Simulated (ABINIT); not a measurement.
C, 2 atoms in the cell. The structure is trigonal, space group R-3m (No. 166). The conventional cell has a = 2.449 Å, b = 2.449 Å, c = 10.050 Å, α = 90.00°, β = 90.00°, γ = 120.00°. Around C (site symmetry 3m) lie 3 C at 1.41 Å. This is a stacking variant of graphite. The cell isn't the ideal one: cell relaxed at zero pressure by an earlier run.

* Program: ABINIT 10.8.3 (patched build)
* Task: phonons
* Functional: LDA
* Potentials or basis: PseudoDojo NC SR LDA v0.4.1 standard
* Cutoff: 1116 eV
* k mesh: 10 × 10 × 6
* Occupations: fixed
* Spin: no spin polarisation
* Cutoff smearing ecutsm (Ha): 0.5
* Stop of the response cycle (tolvrs): 1e-09
* Acoustic sum rule (asr): 1

Potentials or basis: PseudoDojo NC SR LDA v0.4.1 standard.

Command:

```bash
$ abinit run.abi > log 2>&1
$ mrgddb < mrgddb.in > mrgddb.log 2>&1
$ anaddb anaddb.abi > anaddb.log 2>&1
```

Hardware: 1 thread of Arm Neoverse V2, with other jobs on the host.

Q: Estimate the wall time of this run.

A: Run time: 7.2 min on 1 thread of Arm Neoverse V2 (shared host), peak memory 0.15 GiB. Counts: scf iterations 178, mpi ranks 1, k points 172, bands 4, plane waves 1489.
